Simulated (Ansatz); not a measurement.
Zincblende BaS, relaxed with r2SCAN in the plane-wave code Ansatz. The symmetry is F-43m (No. 216, cubic); a = 7.039 Å in the conventional setting, 43.59 Å³ an atom. Ba has 4 S at 3.05 Å; S has 4 Ba at 3.05 Å.

The axes x, y and z are those of this cell:
```
CELL_PARAMETERS angstrom
0.00000 3.51941 3.51941
3.51941 0.00000 3.51941
3.51941 3.51941 0.00000
ATOMIC_POSITIONS crystal
Ba 0.00000 0.00000 0.00000
S 0.25000 0.25000 0.25000
```

Unstrained: The PBE gap is indirect, 2.747 eV (W to Γ), below the direct gap of 3.419 eV at Γ. With r2SCAN the valence top lies at W and the conduction bottom at Γ, 3.068 eV higher; the smallest vertical gap, at W, is 3.698 eV. The HSE06 gap is indirect, 3.641 eV (W to Γ), below the direct gap of 4.350 eV at Γ. Meshes: PBE 6×6×6, r2SCAN 6×6×6, HSE06 4×4×4. Strains are changes of length per length. After each strain the atoms were relaxed again with r2SCAN within the symmetry that the strain leaves, so tilts or polar shifts that break it weren't tested; points keep the names that they have in the unstrained zone. The cell comes from a prototype generator: it can be a known phase or a hypothetical one. Spin polarisation is off.

Question: Apply uniaxial -5.09 % along x, other directions held. How far does the gap move, against the unstrained cell?

Answer: HSE06: the gap goes from 3.641 to 3.680 eV (+0.039 eV).

Question: Estimate what epitaxial +1.22 % in the xy plane, free normal strain -2.39 % does to the gap.

Answer: HSE06: the gap goes from 3.641 to 3.611 eV (-0.030 eV).

Question: Estimate what biaxial -2.87 % in x and y, z held does to the gap.

Answer: HSE06: the gap goes from 3.641 to 3.718 eV (+0.077 eV).

The runs are scalar-relativistic, without spin-orbit coupling.

The meshes of the hybrids are coarse, so their gaps aren't converged to the digits shown.
